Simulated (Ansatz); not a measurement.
## CdO (Monteponite) under changes of volume

One of the cells (12.970 Å³/atom); the others are scaled copies at fixed shape and fractional positions:

```xyz
2
Lattice="0.0000 2.3495 2.3495 2.3495 0.0000 2.3495 2.3495 2.3495 0.0000" Properties=species:S:1:pos:R:3 pbc="T T T"
Cd    0.0000    0.0000    0.0000
O     2.3495    2.3495    2.3495
```

```yaml
Program: Ansatz 0.2.0
Functional: r2SCAN0
Potentials_or_basis: Ansatz PAW
Cutoff: "500 eV (not typed: the program's choice for these potentials)"
k_mesh: 5 × 5 × 5
Occupations: fermi-dirac, width 0.05 eV
Spin: no spin polarisation
```

```csv
volume (Å³/atom),energy over the lowest point (meV/atom),pressure (GPa),gap on the mesh (eV)
12.191,13.75,8.1,2.34
12.451,3.79,4.2,2.27
12.710,0.00,0.7,2.20
12.970,?,?,?
13.229,7.73,-5.3,2.06
13.488,18.31,-7.8,1.99
13.748,32.80,-10.0,1.93
```

What does the run at 12.970 Å³/atom give?

Energy over the lowest point 1.39 meV/atom; pressure -2.5 GPa; gap on the mesh 2.13 eV.

Worked out: A Birch-Murnaghan fit of order 3 (a polynomial in V^(-2/3)) to the other rows has its minimum at 12.76 Å³/atom with B0 = V·E''(V) = 159 GPa and B' = 4.5. It gives 1.45 meV/atom at 12.970 Å³/atom, against the run's 1.39, and -dE/dV = -2.5 GPa, against -2.5. A straight line through the other rows of the gap, of slope -3.44 eV per unit of ln V, gives 2.13 eV, against the run's 2.13.

Energies are extrapolated to zero smearing.

Caveats: all runs use coarse meshes; odd divisions of the mesh miss points on the zone boundary, where band edges often lie, so the gap on the mesh can be too wide; the PAW data sets come from PBE, with cores solved anew for the run's functional, which leaves a small shift of forces and pressure; the thresholds are loose for stress.

A mesh can miss the band edges. Spin-orbit coupling on Cd is left out.
